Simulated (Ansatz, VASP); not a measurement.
**Cross-check of C between VASP and Ansatz**

One calculation is typed for both programs; each brings its own data sets. How far apart do they land? The cell is taken from a series of runs on this material, whose earlier steps may have relaxed, scaled, displaced or heated it; both programs get it as it stands.

Method: plane waves, with VASP 6.6.1 beside it; relaxation of cell and atoms at LDA, in Ansatz 0.2.0.

**1. The starting structure**

Symmetry: R-3m, No. 166, trigonal system. Conventional cell: a = 2.445 Å, b = 2.445 Å, c = 9.989 Å, α = 90.00°, β = 90.00°, γ = 120.00°. Nearest to C lie 3 C at 1.41 Å. That group holds within 0.01 Å; judged at 0.001 Å it is C2/m (No. 12).

As a file:

```cif
data_structure
_symmetry_space_group_name_H-M 'P 1'
_symmetry_Int_Tables_number 1
_cell_length_a 2.4449
_cell_length_b 2.4449
_cell_length_c 3.6158
_cell_angle_alpha 109.736
_cell_angle_beta 109.736
_cell_angle_gamma 60.000
_cell_volume 17.24
loop_
_atom_site_label
_atom_site_type_symbol
_atom_site_fract_x
_atom_site_fract_y
_atom_site_fract_z
_atom_site_occupancy
C1 C 0.83338 0.83338 0.00015 1
C2 C 0.16662 0.16662 0.99985 1
```

**2. Ansatz: relaxation of cell and atoms, LDA**

Ansatz runs on its default PAW (the set named soft_2) files.

The relaxed volume is the usual yardstick between codes: in a stiff, nearly cubic crystal its relative difference is about their pressure difference at one cell divided by the bulk modulus.

input.yaml reads:

```yaml
crystal:
  lattice:
    - [2.1172982798, -1.2224340436, -0.0115974735]
    - [2.1172982798, 1.2224340436, -0.0115974735]
    - [-1.3916695733, 0.0, 3.3373019359]
  atoms:
    - { symbol: C, position: [0.8333830093, 0.8333830093, 0.0001497804] }
    - { symbol: C, position: [0.1666169907, 0.1666169907, 0.9998502196] }
kpoints:
  mp_grid: { grid: [14, 14, 8] }
hamiltonian:
  xc: lda
scf:
  occupations: { method: fixed }
output:
  forces: true
  stress: true
  eigenvalues: true
relax:
  adjacent_minimum: "off"
  f_tol: 0.001
  max_steps: 60
  cell: { stress_tol: 0.01 }
```

Launch:

```console
ansatz run input.yaml --threads 2 --pin off --max-ram 5120MiB --backend cpu --events-out ev --progress --plain --runs-dir out
```

Numbers of over 12 decimals in the logs are rounded to 6 here.

Log:

```text
Engine: ansatz 0.2.0, aarch64-unknown-linux-gnu
Pseudopotentials: kind: paw
Pseudopotential: C, paw, valence charge 4, recommended cutoff 420 eV (normal), C.paw.azcp
Functional definition: SPW92
  exchange = slater_x
  correlation = pw_c
Crystal: 2 atoms, lattice volume = 17.236 Å³
Basis set: ecut = 420 eV, 329 PW (Γ)
Bands: 8, of which v1, the nominal top of the filled ones, is band 4 counted from 1 (3 counted from 0)
Symmetry: 4 space group operations
Space group: C2/m (ITA 12), of the structure as read, at distance tolerance 2.6e-5 Å
k-points: 429 of 1568
Non-local potential: C, projectors of the file, l = 0: 2, l = 1: 2, l = 2: 1
PAW form: soft (Blöchl's): semilocal exchange-correlation on the pseudo side does not see the compensation charge
PAW frozen core: C, regenerated for the run's functional, and the local potential with it (the file was generated under x = pbe(κ = 0.804, μ = 0.219515), c = pbe(β = 0.066725))
PAW one-centre angular grid: C, 110 points (default); XC on 64 Gauss nodes
Initial density: superposition of atomic densities (neutral atoms: chi_scale 0, normalization atom), corrected by the library's trained network
Initial wavefunctions: pseudopotential atomic-orbital guess
Functional: x = slater, c = lda
SCF iter   1: F=—  HF=-485.967617 eV  |F-HF|=—  |Δ(HF+E_count)|=         —  Δρ=5.87e-3  dr2=2.07e-3  ethr=1.77e-3  ⟨swp⟩=3.9  Hψ=19333  notcnv=0  defer=694
preconditioner: auto → none  [insulator: Δε(μ)=0.652 eV  Ē_g=18.426 eV  n_scr=2 (ndim 8)  ℏωp=25.3 eV  f_vac=0.000  ε∞_Penn≈2.9]
SCF iter   2: F=—  HF=-485.967522 eV  |F-HF|=—  |Δ(HF+E_count)|=   9.44e-5  Δρ=2.85e-3  dr2=4.68e-4  ethr=2.58e-5  ⟨swp⟩=1.9  Hψ=7393  notcnv=0  defer=776
SCF iter   3: F=—  HF=-485.967445 eV  |F-HF|=—  |Δ(HF+E_count)|=   7.77e-5  Δρ=2.15e-4  dr2=1.11e-5  ethr=5.85e-6  ⟨swp⟩=2.0  Hψ=4280  notcnv=0  defer=855
SCF iter   4: F=—  HF=-485.967440 eV  |F-HF|=—  |Δ(HF+E_count)|=   4.82e-6  Δρ=5.52e-5  dr2=6.59e-7  ethr=1.38e-7  ⟨swp⟩=2.3  Hψ=5089  notcnv=0
iter 5 did not close the SCF: its close was put off for the readings that it lacked (scf_convergence_deferred on its scf_iter line)
SCF iter   5: F=-485.967440 eV  HF=-485.967440 eV  |F-HF|=1.03e-9  |Δ(HF+E_count)|=   2.82e-7  Δρ=5.12e-6  dr2=1.72e-9  ethr=8.23e-9  ⟨swp⟩=2.7  Hψ=5153  notcnv=0
SCF iter   6: F=-485.967440 eV  HF=-485.967440 eV  |F-HF|=2.65e-11  |Δ(HF+E_count)|=  9.35e-10  Δρ=5.86e-7  dr2=4.28e-11  ethr=2.15e-11  ⟨swp⟩=3.8  Hψ=17199  notcnv=0
SCF 1 converged in 6 iterations: F = -485.967440 eV  dr2 = 4.28e-11
  greatest PAW one-centre occupation: 0.671 electrons in one spin orbital (limit 2), on the C atom at site 1 (counted from 0), in its partial waves of l = 0
relax step   1: F+E_penalty+E_count = -485.96743959 eV  Δ(F+E_penalty+E_count) = +0.000e0 eV  max|allowed force component| = 1.036e-4 eV/Å  Δτ_max = 0.0000 Å  P = -0.002 GPa  Ω = 17.236 Å³  (6 SCF iters, dr2 threshold 1.00e-7 eV, accepted)
[...]
relax step   2: F+E_penalty+E_count = -485.96745525 eV  Δ(F+E_penalty+E_count) = -1.566e-5 eV  max|allowed force component| = 7.155e-5 eV/Å  Δτ_max = 0.0000 Å  P = -0.000 GPa  Ω = 17.233 Å³  energy of the carried Pulay correction = +1.551e-5 eV  (3 SCF iters, dr2 threshold 3.26e-10 eV, accepted)
[...]
relax step   3: F+E_penalty+E_count = -485.96744402 eV  Δ(F+E_penalty+E_count) = +1.124e-5 eV  max|allowed force component| = 7.168e-5 eV/Å  Δτ_max = 0.0000 Å  P = -0.002 GPa  Ω = 17.233 Å³  stress off target by 6.55e-3 GPa  SCF on the basis re-selected at this cell (its energy is not comparable with the rows above)  (5 SCF iters)
basis re-selected at this cell: Δ(F+E_penalty+E_count) = +1.124e-5 eV, ΔP = -0.001 GPa vs the last step (what re-selecting the basis moved, of the pressure what is left beyond the Pulay correction that the steps carried, after the strain that the cell walked since its last selection, with what the two solves' SCF thresholds leave and, on support functions, any second-order correction that the steps lacked; it is no m [...]
SCF converged after 5 iterations
Free energy (F): -485.967444 eV
Harris-Foulkes:  -485.967444 eV  (|F-HF|=3.98e-13)
Internal energy: -485.967444 eV  (E = F + TS)
E sigma→0 (E₀):  -485.967444 eV
Fermi energy:    6.707540 eV
--- Per-component energies (eV) ---
  E_band       = -17.325283
  E_kinetic    = 183.076387
  E_local      = -306.422123  (includes V_loc(G=0)·N_el)
  E_nonlocal   = 57.147766
  E_hartree    = 91.473629
  E_xc         = -95.358365
  E_vxc        = -118.570594  (∫ρ·V_xc dr)
  E_paw        = -183.925846  (= ΣΔE_a)
  E_vpaw       = -15.503982  (= ΣTr[D̂ρ^β])
  E_aug_tail   = 0.000019  (compensation charges beyond the density's cutoff)
  E_ewald      = -232.084575
  E_core_change = 0.125665  (= ΣΔE_core)
  E_smearing   = -0.000000  (= −TS)
  E_closure    = -0.000000  (closes the sum)
  Σ components = -485.967444   (vs F -485.967444, Δ=0.00e0)
--- Forces (eV/Å), atoms counted from 1 ---
  atom   1  C     -0.00007168    -0.00000000     0.00004661
  atom   2  C      0.00007168     0.00000000    -0.00004661
  max |Σ_I F_I| component: 0.00e0 eV/Å
--- Stress (GPa, compression-positive) ---
        0.000664      -0.000000      -0.002115
       -0.000000       0.000284      -0.000000
       -0.002115      -0.000000      -0.005928
  P = ⅓ Tr σ = -0.0017 GPa (-0.017 kbar)
--- Band table (eV; the first three rows and the last of 429) ---
  k-point 0: bands = ["-12.6729", "0.3005", "3.9925", "3.9926", "10.8403", "15.4793", "15.4793", "18.4956"]
  k-point 1: bands = ["-12.6267", "-0.0748", "3.9900", "3.9901", "11.6129", "15.4707", "15.4707", "18.5265"]
  k-point 2: bands = ["-12.5109", "-0.8683", "3.9832", "3.9832", "13.5567", "15.4523", "15.4525", "18.6014"]
  k-point 428: bands = ["-7.1821", "-6.3657", "0.5486", "4.9529", "8.9649", "14.9270", "18.6263", "19.1439"]
--- Relaxed structure (2 steps of the walk, 2 accepted, 1 SCFs on fresh bases) ---
  F+E_penalty+E_count = -485.96744402 eV   max|allowed force component| = 7.168e-5 eV/Å   (the final SCF, on the basis selected at the relaxed cell)
  cell:  # Å, volume = 17.2331 Å³
    - [2.117300, -1.222436, -0.011664]
    - [2.117300, 1.222436, -0.011664]
    - [-1.391780, 0.0, 3.336754]
  atoms:
    - { symbol: C, position: [0.833383, 0.833383, 0.000149373] }
    - { symbol: C, position: [0.166617, 0.166617, 0.999851] }
```

Reading the cycles: dr2 is the Hartree energy of the density residual (eV), the measure of convergence; HF is the Harris–Foulkes estimate of the energy, which meets the free energy F at convergence.

**3. VASP: relaxation of cell and atoms, LDA**

The same cell, functional (in two slightly different forms) and mesh now go to VASP, with its own data sets.

Lines of VASP's logs that name or quote its potential files are left out, and so is its time.

INCAR reads:

```
SYSTEM = C
PREC = Accurate
ENCUT = 600
EDIFF = 1E-07
NELM = 120
ISMEAR = 0
SIGMA = 0.01
LREAL = .FALSE.
ALGO = Normal
GGA = CA
NBANDS = 10
LORBIT = 11
LWAVE = .FALSE.
LCHARG = .FALSE.
ISIF = 3
IBRION = 2
NSW = 80
EDIFFG = -0.005
LASPH = .TRUE.
GGA_COMPAT = .FALSE.
NELMIN = 4
EFERMI = MIDGAP
KPAR = 2
```

POSCAR reads:

```
C
1.0
    2.1172980000     -1.2224340000     -0.0115970000
    2.1172980000      1.2224340000     -0.0115970000
   -1.3916700000      0.0000000000      3.3373020000
C
2
Direct
    0.8333829927      0.8333829927      0.0001496673
    0.1666171452      0.1666171452      0.9998500340
```

KPOINTS reads:

```
Automatic mesh
0
Gamma
14 14 8
0 0 0
```

PAW data sets: C (LDA family, release 64).

Launch:

```console
mpirun -np 2 vasp_std
```

Log:

```text
[banner, memory and clock lines left out]
running    2 mpi-ranks, on    1 nodes
 distrk:  each k-point on    1 cores,    2 groups
 distr:  one band on    1 cores,    1 groups

 POSCAR found type information on POSCAR C
 POSCAR found :  1 types and       2 ions
 LDA part: xc-table for (Slater(with rela. corr.)+CA(PZ))
 , standard interpolation
 POSCAR, INCAR and KPOINTS ok, starting setup
 FFT: planning ... GRIDC
 FFT: planning ... GRID_SOFT
 FFT: planning ... GRID
 WAVECAR not read
 entering main loop
       N       E                     dE             d eps       ncg     rms          rms(c)
DAV:   1     0.348015989017E+00    0.34802E+00   -0.45434E+03  8636   0.804E+02
DAV:   2    -0.211667639048E+02   -0.21515E+02   -0.20499E+02 11984   0.127E+02
DAV:   3    -0.216748745508E+02   -0.50811E+00   -0.50711E+00 10614   0.166E+01
DAV:   4    -0.216770094451E+02   -0.21349E-02   -0.21346E-02 10482   0.129E+00
DAV:   5    -0.216770174542E+02   -0.80091E-05   -0.80090E-05 10494   0.719E-02    0.665E+00
DAV:   6    -0.205715129792E+02    0.11055E+01   -0.10756E+00  9538   0.627E+00    0.376E+00
DAV:   7    -0.202314552017E+02    0.34006E+00   -0.11005E+00  9834   0.639E+00    0.104E+00
DAV:   8    -0.202313596818E+02    0.95520E-04   -0.22951E-02  9516   0.108E+00    0.165E-01
DAV:   9    -0.202308301397E+02    0.52954E-03   -0.11757E-03 10068   0.217E-01    0.699E-02
DAV:  10    -0.202308211691E+02    0.89706E-05   -0.11929E-04 10536   0.775E-02    0.305E-02
DAV:  11    -0.202308199670E+02    0.12021E-05   -0.39175E-06  9952   0.146E-02    0.460E-03
DAV:  12    -0.202308199740E+02   -0.70003E-08   -0.42435E-08  7784   0.184E-03
   1 F= -.20230820E+02 E0= -.20230820E+02  d E =-.202308E+02
[...]
2 F= -.20230683E+02 E0= -.20230683E+02  d E =0.136994E-03
[...]
3 F= -.20230874E+02 E0= -.20230874E+02  d E =-.538267E-04
[...]
4 F= -.20230914E+02 E0= -.20230914E+02  d E =-.401080E-04
[...]
5 F= -.20231015E+02 E0= -.20231015E+02  d E =-.141333E-03
 curvature:  -2.89 expect dE=-0.649E-04 dE for cont linesearch -0.594E-04
 ZBRENT: increasing intervall
 opt :   8.6927  next Energy=   -20.231133 (dE=-0.259E-03)
 bond charge predicted
       N       E                     dE             d eps       ncg     rms          rms(c)
DAV:   1    -0.202339873980E+02   -0.29723E-02   -0.98794E-02  9040   0.217E+00    0.210E-01
DAV:   2    -0.202319052637E+02    0.20821E-02   -0.30386E-03  9442   0.377E-01    0.112E-01
DAV:   3    -0.202311348818E+02    0.77038E-03   -0.27280E-03  9616   0.304E-01    0.260E-02
DAV:   4    -0.202311319786E+02    0.29032E-05   -0.36517E-05  9508   0.519E-02    0.212E-02
DAV:   5    -0.202311267092E+02    0.52694E-05   -0.86015E-06  9486   0.217E-02    0.245E-03
DAV:   6    -0.202311267160E+02   -0.68117E-08   -0.27751E-07 10446   0.399E-03
   6 F= -.20231127E+02 E0= -.20231127E+02  d E =-.252915E-03
 curvature:  -5.73 expect dE=-0.169E-04 dE for cont linesearch -0.105E-04
 trial: gam=-0.09643 g(F)=  0.868E-06 g(S)=  0.208E-05 ort = 0.100E-04 (trialstep = 0.243E+01)
 search vector abs. value=  0.153E-05
 reached required accuracy - stopping structural energy minimisation
```

From OUTCAR (step 3):

```text
ion  position               nearest neighbor table
   1  0.833  0.833  0.000-   2 1.41   2 1.41   2 1.41
   2  0.167  0.167  1.000-   1 1.41   1 1.41   1 1.41

  LATTYP: Found a base centered monoclinic cell.
 ALAT       =     4.2346595194
 B/A-ratio  =     0.5773470072
 C/A-ratio  =     0.8538689562
 COS(beta)  =    -0.3899305436

 Subroutine GETGRP returns: Found  4 space group operations
 (whereof  4 operations were pure point group operations)

The static configuration has the point symmetry C_2h.

 Found    429 irreducible k-points:

   k-points           NKPTS =    429   k-points in BZ     NKDIM =    429   number of bands    NBANDS=     10

   dimension x,y,z NGX =    20 NGY =   20 NGZ =   30
   dimension x,y,z NGXF=    40 NGYF=   40 NGZF=   60

   ENCUT  =  600.0 eV  44.10 Ry    6.64 a.u.   4.88  4.88  7.22*2*pi/ulx,y,z

   NELECT =       8.0000    total number of electrons

 k-points in reciprocal lattice and weights: Automatic mesh
   0.00000000  0.00000000  0.00000000       0.001
   0.07142857 -0.00000000  0.00000000       0.003
   0.14285714 -0.00000000  0.00000000       0.003
   0.21428571 -0.00000000  0.00000000       0.003
   0.28571429  0.00000000 -0.00000000       0.003
   0.35714286 -0.00000000 -0.00000000       0.003
   0.42857143 -0.00000000  0.00000000       0.003
   0.50000000 -0.00000000  0.00000000       0.001
   0.07142857  0.07142857  0.00000000       0.001
[...]
-0.42857143  0.42857143  0.50000000       0.001
   0.50000000  0.50000000  0.50000000       0.001

 average (electrostatic) potential at core
       1 -54.6452       2 -54.6452

 E-fermi :   4.9287

 k-point     1 :       0.0000    0.0000    0.0000
  band No.  band energies     occupation
      1     -14.7810      2.00000
      2      -1.7308      2.00000
      3       1.8815      2.00000
      4       1.8829      2.00000
      5       8.8179      0.00000
      6      13.3451      0.00000
      7      13.3469      0.00000
      8      16.3830      0.00000
      9      18.3571      0.00000
    ...

 k-point     2 :       0.0714   -0.0000    0.0000
  band No.  band energies     occupation
      1     -14.6561      2.00000
      2      -1.6057      2.00000
      3       1.4063      2.00000
      4       1.6247      2.00000
      5       8.9958      0.00000
      6      13.4175      0.00000
      7      13.8697      0.00000
      8      15.9489      0.00000
      9      18.5493      0.00000
    ...

 k-point     3 :       0.1429   -0.0000    0.0000
  band No.  band energies     occupation
      1     -14.2830      2.00000
      2      -1.2324      2.00000
      3       0.1515      2.00000
      4       0.9874      2.00000
      5       9.5282      0.00000
      6      13.4838      0.00000
      7      14.7744      0.00000
      8      15.2942      0.00000
      9      19.1541      0.00000
    ...

  Total        0.0027349      0.0011753     -0.0087898      0.0000000      0.0000000     -0.0003405
  in kB        0.2566278      0.1102857     -0.8247970      0.0000000      0.0000000     -0.0319483
  external PRESSURE =      -0.1526278 kB  Pullay stress =       0.0000000 kB

  energy-cutoff  :      600.00
  volume of cell :       17.07
      direct lattice vectors                 reciprocal lattice vectors
     2.118318909 -1.223020541 -0.011771603     0.236590630 -0.408823878  0.099765918
     2.118318909  1.223020541 -0.011771603     0.236590630  0.408823878  0.099765918
    -1.392804072  0.000000000  3.302975597     0.001686389  0.000000000  0.303468427

 POSITION                                       TOTAL-FORCE (eV/Angst)
 -----------------------------------------------------------------------------------
      3.53056      0.00000     -0.01903        -0.002926      0.000000     -0.000657
     -0.68672      0.00000      3.29846         0.002926      0.000000      0.000657
 -----------------------------------------------------------------------------------
    total drift:                               -0.000177     -0.000000      0.000563

  FREE ENERGIE OF THE ION-ELECTRON SYSTEM (eV)
  ---------------------------------------------------
  free  energy   TOTEN  =       -20.2311267160 eV

  energy  without entropy=      -20.2311267160  energy(sigma->0) =      -20.23112672

 reached required accuracy - stopping structural energy minimisation

 total charge
# of ion       s       p       d       tot
------------------------------------------
    1        0.858   1.815   0.000   2.673
    2        0.858   1.815   0.000   2.673
--------------------------------------------------
tot          1.716   3.630   0.000   5.346

[... 3 further parts left out ...]
```

CONTCAR:

```
C
   1.00000000000000
     2.1183189090237602   -1.2230205409037203   -0.0117716026988438
     2.1183189090237602    1.2230205409037203   -0.0117716026988438
    -1.3928040724757174    0.0000000000000000    3.3029755974236488
  C
     2
Direct
     0.8333985872101799    0.8333985872101799    0.0001797423493900
     0.1666015506898226    0.1666015506898226    0.9998199589506085
```

The run keeps the 4 symmetry operations of its start, so it cannot find a distortion of lower symmetry.

**4. Comparison**

Known differences besides the potentials themselves: the two LDA forms differ slightly; fixed occupations in Ansatz, narrow Gaussian smearing in VASP; the cutoff is 420 eV in Ansatz and 600 eV in VASP; VASP's log shows a relativistic correction to its local exchange, Ansatz's none; Ansatz adds a Pulay correction to the stress that steers its cell, VASP none. Total energies have different zeros and are not compared.

The two programs side by side:

| quantity | Ansatz | VASP | difference |
| --- | --- | --- | --- |
| volume (Å³) | 17.23 | 17.07 | +0.93 % |
| edge a after relaxation, in the typed setting (Å) | 2.445 | 2.446 | -0.05 % |
| edge c after relaxation, in the typed setting (Å) | 3.615 | 3.585 | +0.86 % |

**5. Results**

```
difference in volume (relaxation of cell and atoms, LDA) : 0.93 %
```

The difference in volume is 0.93 % (relaxation of cell and atoms, LDA), within the 1.2 % picked in this series as the mark of a large difference, as far as the stopping tolerances let one tell. Such differences can come from data sets, numerical settings and the points named under the comparisons, not from the functional's error against experiment.

[Lines on the potential files, build, host, timing and source positions are cut from VASP's logs without a mark.]

[Logs are printed without paths, hosts, clocks, repeated set-up lines and the standing remarks that a program may print on its own settings, such as how far it seeks lower states.]

[Hosts, paths, dates, database ids (printed as entryN), source tags and the programs' standing remarks are cut or masked in the printed files.]
